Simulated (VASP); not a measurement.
# Sn: single point with r2SCAN

The system is Sn.

```
CELL_PARAMETERS angstrom
0.00000 3.23334 3.23334
3.23334 0.00000 3.23334
3.23334 3.23334 0.00000
ATOMIC_POSITIONS crystal
Sn 0.75000 0.75000 0.75000
Sn 0.50000 0.50000 0.50000
```

This isn't the form of Sn at room conditions, which is tetragonal (white tin).

```yaml
Program: VASP 6.6.1
Task: single point
Functional: r2SCAN
Potentials_or_basis: VASP PAW PBE potentials, release 64 (Sn_d)
Cutoff: 520 eV
k_mesh: 7 × 7 × 7
Occupations: fermi-dirac, width 0.05 eV
Spin: no spin polarisation
Further_INCAR_settings: ALGO = Normal; EDIFF = 1e-06; NBANDS = 21
```

```yaml
Pressure: 2.2 GPa
Band_gap_on_the_k_mesh: none (metal or under the smearing width)
```

Levels at points of the mesh, in eV from the Fermi level:
| k point | band 12 | band 13 | band 14 | band 15 | band 16 | band 17 |
| --- | --- | --- | --- | --- | --- | --- |
| (0.00, 0.00, 0.00) | -0.30 | -0.02 | -0.02 | -0.02 | 2.20 | 2.20 |

Wall time 59 s on 1 thread of Intel(R) Xeon(R) 6975P-C (Granite Rapids), with other jobs on the host, peak memory 0.21 GiB.

Caveat: the PAW data sets were made with another functional, which shifts forces and pressure a little.
